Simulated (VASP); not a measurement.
BeTe, 2 atoms in the cell. Symmetry: F-43m, No. 216, cubic system. The conventional cell has a = 5.540 Å, b = 5.540 Å, c = 5.540 Å, α = 90.00°, β = 90.00°, γ = 90.00°. Be (site symmetry -43m) has 4 Te at 2.40 Å as nearest neighbours. Te (site symmetry -43m) is surrounded by 4 Be at 2.40 Å. The cell comes from a database or a generator and needn't be the stable form of this composition.

* Program: VASP 6.6.1
* Task: dielectric tensor
* Functional: PBE
* Potentials or basis: VASP PAW PBE potentials, release 64 (Be, Te)
* Cutoff: 520 eV
* k mesh: 9 × 9 × 9
* Occupations: gaussian, width 0.01 eV
* Spin: no spin polarisation
* Dipole correction: no
* Further INCAR settings: ALGO = Normal; EDIFF = 1e-08

Potentials or basis: VASP PAW PBE potentials, release 64 (Be, Te).

The run is started by

```console
$ cat potpaw_PBE.64/Be/POTCAR potpaw_PBE.64/Te/POTCAR > POTCAR
$ mpirun -np 1 vasp_std > vasp.out
```

Hardware: 1 thread of Intel(R) Xeon(R) Platinum 8488C (Sapphire Rapids) (shared host).

Problem. Estimate the wall time of this run.

Solution. Wall time 3.1 min on 1 thread of Intel(R) Xeon(R) Platinum 8488C (Sapphire Rapids), with other jobs on the host, peak memory 0.26 GiB. Counts: scf iterations 109, k points 35.
